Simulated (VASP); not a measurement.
# BN: single point with PBE

Crystal: BN.

```
B N
1.0
     2.55453    0.00000    0.00000
    -1.27727    2.21229    0.00000
     0.00000    0.00000    4.22450
B N
2 2
Direct
  0.33333 0.66667 0.31269
  0.66667 0.33333 0.81269
  0.66667 0.33333 0.18731
  0.33333 0.66667 0.68731
```

The cell was built by a generator and needn't be a form met in nature.

- Program: VASP 6.6.1
- Task: single point
- Functional: PBE
- Potentials or basis: VASP PAW PBE potentials, release 64 (B, N)
- Cutoff: 520 eV
- k mesh: 12 × 12 × 6
- Occupations: gaussian, width 0.02 eV
- Spin: no spin polarisation

```yaml
Pressure: 0.2 GPa
Band_gap_on_the_k_mesh: 5.21 eV, indirect (least direct gap 8.24 eV)
```

Levels at points of the mesh, in eV from the valence-band top:
```
           k point  band 5  band 6  band 7  band 8  band 9  band 10  band 11  band 12
(0.00, 0.00, 0.00)   -2.10   -0.26    0.00    0.00    8.33     8.33     8.55     9.41
(0.50, 0.00, 0.00)   -6.85   -4.93   -4.36   -2.09    6.68     7.94    10.56    11.39
(0.00, 0.00, 0.50)   -1.16   -1.16   -1.16   -1.16    9.40     9.40     9.87     9.87
(0.50, 0.00, 0.50)   -3.73   -3.73   -3.53   -3.53    6.56     6.56     9.97     9.97
```

Wall time 22 s on 1 thread of Intel(R) Xeon(R) Platinum 8259CL CPU @ 2.50GHz (Skylake/Cascade Lake), with other jobs on the host, peak memory 0.14 GiB.

A k mesh can miss the band edges. Expect the measured gap to be larger: semilocal functionals such as PBE lack the derivative discontinuity.
